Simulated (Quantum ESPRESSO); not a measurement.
# C: equation of state with PBEsol

**What was measured.**

From “Equation of state of cubic boron nitride at high pressures and temperatures”, 2007, arxiv:cond-mat/0702656, for a bulk crystal of C: bulk modulus 442 ± 5 GPa.

The system is C.

```xyz
2
Lattice="0.0000 1.7834 1.7834 1.7834 0.0000 1.7834 1.7834 1.7834 0.0000" Properties=species:S:1:pos:R:3 pbc="T T T"
C     2.6751    2.6751    2.6751
C     1.7834    1.7834    1.7834
```

This isn't the form of C at room conditions, which is graphite.

| Quantity | Value |
| --- | --- |
| Program | Quantum ESPRESSO 7.5 |
| Task | equation of state |
| Functional | PBEsol |
| Potentials or basis | PseudoDojo 0.4.1 SR PBEsol standard |
| Cutoff | 1116 eV |
| Density cutoff | 4463 eV |
| k mesh | 13 × 13 × 13 |
| Occupations | fermi-dirac, width 0.05 eV |
| Spin | no spin polarisation |
| Mixing beta | 0.5 |
| Most SCF iterations | 120 |
| SCF threshold | 4e-10 Ry |

The equilibrium volume is 5.63 Å³/atom. The bulk modulus is 449 GPa and the pressure derivative of the bulk modulus is 3.7.

Energy against volume, from the lowest point:
```csv
volume (Å³/atom),energy (meV/atom)
5.332,24.05
5.445,8.78
5.558,0.98
5.672,0.00
5.785,5.23
5.899,16.09
6.012,32.10
```

All runs of the series together: 53 s on 1 thread of Intel(R) Xeon(R) Platinum 8488C (Sapphire Rapids), with other jobs on the host.

Measured bulk modulus of C: 442 GPa (quoted in “Equation of state of cubic boron nitride at high pressures and temperatures”, 2007, arxiv:cond-mat/0702656). This calculation gives 449 GPa (+1.6 %). 3 values of this kind are on record (442 to 444.8 GPa); this one was drawn at random among those near their median, those with a stated uncertainty first. The fit is for a static lattice scaled at fixed shape and fixed fractional positions. The cell as given is a measured one (5.67 Å³/atom); PBEsol puts the equilibrium volume -0.7 % from it, thermal expansion not counted.
